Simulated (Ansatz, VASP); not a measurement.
## Ni in VASP and in Ansatz

The input INCAR:

```
SYSTEM = Ni
PREC = Accurate
ENCUT = 520
EDIFF = 1E-6
ISMEAR = 0
SIGMA = 0.05
LREAL = .FALSE.
LASPH = .TRUE.
NELM = 150
ALGO = Normal
ISIF = 2
LWAVE = .FALSE.
LCHARG = .TRUE.
ISPIN = 2
MAGMOM = 0.73
LORBIT = 11
LMAXMIX = 4
LELF = .TRUE.
LVHAR = .TRUE.
NBANDS = 15
```

Contents of KPOINTS:

```
Automatic mesh
0
G
  22 22 22
  0 0 0
```

POSCAR

```
Ni
1.0
    0.0000000000      1.7348560527      1.7348560527
    1.7348560527      0.0000000000      1.7348560527
    1.7348560527      1.7348560527      0.0000000000
Ni
1
Direct
    0.0000000000      0.0000000000      0.0000000000
```

Input for Ansatz:

```yaml
crystal:
  lattice:
    - [0.0, 1.7348560527, 1.7348560527]
    - [1.7348560527, 0.0, 1.7348560527]
    - [1.7348560527, 1.7348560527, 0.0]
  atoms:
    - { symbol: Ni, position: [0.0, 0.0, 0.0], spin: 0.73 }
basis:
  ecutwfc: 420
  ecutrho_ratio: 4
kpoints:
  mp_grid: { grid: [22, 22, 22] }
hamiltonian:
  xc: lda
scf:
  occupations: { method: gaussian, width: 0.05 }
output:
  forces: true
  stress: true
  eigenvalues: true
  populations: true
magnetization:
  spin_polarized: true
```

Alike in both runs: task single point; functional LDA; k mesh 22 × 22 × 22; occupations gaussian, width 0.05 eV; collinear spin.

|  | VASP | Ansatz |
| --- | --- | --- |
| version | VASP 6.6.1 | Ansatz 0.2.0 |
| potentials or method | VASP PAW LDA potentials, release 64 (Ni) | scalar-relativistic, plane waves, PAW |
| plane-wave cutoff (eV) | 520 | 420 |
| valence electrons in the cell | 10 | 18 |

|  | VASP | Ansatz | Ansatz less VASP |
| --- | --- | --- | --- |
| gap on the k mesh at the Fermi level (eV) | none | none | - |
| pressure (GPa) | -9.3 | -9.2 | +0.16 |
| net moment per atom (μB) | 0.61 | 0.64 | +0.025 |
| size of the moment on the site where the two differ most (μB) | 0.62 | 0.67 | +0.050 |

Site moments also hang on the region over which each program counts them. A gap of «none» marks a metal or a gap that the smearing closes. The two sets of potentials don't hold the same shells in valence.
